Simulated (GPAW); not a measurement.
## GaN: G0W0 quasiparticle levels with PBE

**What was measured.**

A printed reference work, textbook reports, for a bulk crystal of GaN at 0 K: band gap 3.299 eV (direct).

GaN:

```
Ga N
1.0
     0.00000    2.25350    2.25350
     2.25350    0.00000    2.25350
     2.25350    2.25350    0.00000
Ga N
1 1
Direct
  0.00000 0.00000 0.00000
  0.25000 0.25000 0.25000
```

The cell is a database's computed one.

```
Program             : GPAW 26.7.0
Task                : G0W0 quasiparticle levels
Functional          : PBE
Potentials or basis : GPAW PAW data sets (gpaw-data 1.2.1)
Cutoff              : 650 eV
Basis               : pw
k mesh              : 6 × 6 × 6
Occupations         : fermi-dirac, width 0.001 eV
Spin                : no spin polarisation
Response ecut       : 80 eV
Extrapolate         : no
Qp bands            : 2
Domega0             : 0.1 eV
Frequency           : ppa
Vertex              : GWP
Maxiter             : 150
Integrate gamma     : WS
All k               : no
Response bands      : 37
```

The band gap on the k mesh, mean-field level is 1.82 eV, direct, the quasiparticle gap is 3.06 eV and the least direct quasiparticle gap is 3.06 eV.

Levels at points of the mesh, in eV from the valence-band top:
```
           k point  band 2  band 3  band 4  band 5  band 6  band 7
(0.00, 0.00, 0.00)    0.00    0.00    0.00    1.82   10.40   10.40
(0.50, 0.50, 0.00)   -6.17   -2.65   -2.65    3.39    6.76   11.79
(0.50, 0.50, 0.50)   -6.98   -0.95   -0.95    4.74    8.83   10.42
```

Wall time 60 s on 1 thread of INTEL(R) XEON(R) PLATINUM 8581C CPU @ 2.10GHz (Emerald Rapids), on a shared host, peak memory 0.38 GiB.

Measured gap of GaN: 3.299 eV (direct; 0 K; a printed reference work, textbook). This calculation gives 3.06 eV (-0.24 eV). Spin-orbit coupling on Ga is left out. The value is that of G0W0 on PBE, without temperature or zero-point motion. The cell is a database's relaxed one, not the measured one, which moves gaps too.

Caveat: the k mesh is coarse; the quasiparticle gap is taken among the few k points that were corrected; the long-wavelength limit can be off by a per cent or two.
